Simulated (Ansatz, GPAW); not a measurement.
This is a calculation of FeO (Wuestite) for Ansatz 0.2.0. 

Contents of input.yaml:

```yaml
crystal:
  lattice:
    - [0.0, 2.1554, 2.1554]
    - [2.1554, 0.0, 2.1554]
    - [2.1554, 2.1554, 0.0]
  atoms:
    - { symbol: Fe, position: [0.0, 0.0, 0.0], spin: 3.0 }
    - { symbol: O, position: [0.5, 0.5, 0.5] }
kpoints:
  mp_grid: { grid: [11, 11, 11] }
scf:
  occupations: { method: gaussian, width: 0.025 }
hamiltonian:
  xc: pbe
  pseudopotentials: { kind: all_electron, lapw: { basis_error: 0.001 } }
magnetization:
  spin_polarized: true
output:
  forces: true
  stress: true
  eigenvalues: true
```

Potentials or basis: all-electron LAPW, scalar-relativistic.

The run is started by

```bash
$ ansatz run input.yaml --threads 2 --pin off --max-ram 6144MiB --backend cpu --events-out ev --progress --plain --runs-dir out
```

Question: Translate it to GPAW 26.7.0 (ASE script). Potentials or basis there: GPAW PAW data sets (gpaw-data 1.2.1), cutoff 800 eV.

Answer: As run (cutoffs and basis follow the program's own potentials, and thresholds, step limits or extra output files can differ):

run.py

```python
from ase.dft.bandgap import bandgap
from ase.io import read, write
from ase.units import Bohr, GPa
from gpaw import GPAW, PW
from gpaw.elf import elf_from_dft_calculation

atoms = read('POSCAR')
atoms.set_initial_magnetic_moments([3.0, 0.0])

calc = GPAW(mode=PW(800),
            xc='PBE',
            kpts={'size': (11, 11, 11), 'gamma': True},
            occupations={'name': 'methfessel-paxton', 'order': 0, 'width': 0.025},
            nbands=17,
            convergence={'density': 1e-05, 'energy': 1e-05},
            maxiter=150,
            txt='gpaw.txt')
atoms.calc = calc
energy = atoms.get_potential_energy()
forces = atoms.get_forces()
stress = atoms.get_stress()
calc.write('gs.gpw')
write('result.traj', atoms)
print(f'Energy: {energy:.6f} eV')
print('Forces (eV/A):')
print(forces.round(4))
print('Stress (GPa):', (stress / GPa).round(3))
print('Moments:', calc.get_magnetic_moments().round(3))
print('Fermi level:', round(calc.get_fermi_level(), 4), 'eV')
print(f'Gap: {bandgap(calc)[0]:.4f} eV, direct: {bandgap(calc, direct=True)[0]:.4f} eV')

# fields on the real-space grid
write('density.cube', atoms, data=calc.get_pseudo_density() * Bohr**3)
write('potential.cube', atoms, data=calc.get_electrostatic_potential())
write('spin.cube', atoms, data=(calc.get_pseudo_density(spin=0) - calc.get_pseudo_density(spin=1)) * Bohr**3)
write('elf.cube', atoms, data=elf_from_dft_calculation(calc).data)
```

POSCAR

```
FeO
1.0
    0.0000000000      2.1554000000      2.1554000000
    2.1554000000      0.0000000000      2.1554000000
    2.1554000000      2.1554000000      0.0000000000
Fe O
1 1
Direct
    0.0000000000      0.0000000000      0.0000000000
    0.5000000000      0.5000000000      0.5000000000
```

Potentials or basis: GPAW PAW data sets (gpaw-data 1.2.1), pw.

Command:

```bash
$ OMP_NUM_THREADS=1 python run.py
```

Both were run:

|  | Ansatz | GPAW |
| --- | --- | --- |
| Pressure | -0.4 GPa | 0.8 GPa |
| Net moment | 4.00 μB per cell | 4.00 μB per cell |

Where Ansatz's input types no cutoff or centring, it takes its own default and a Γ-centred mesh.

The magnetic state is the one that the start led to; the real crystal's order can differ.

Pressure is positive in compression.
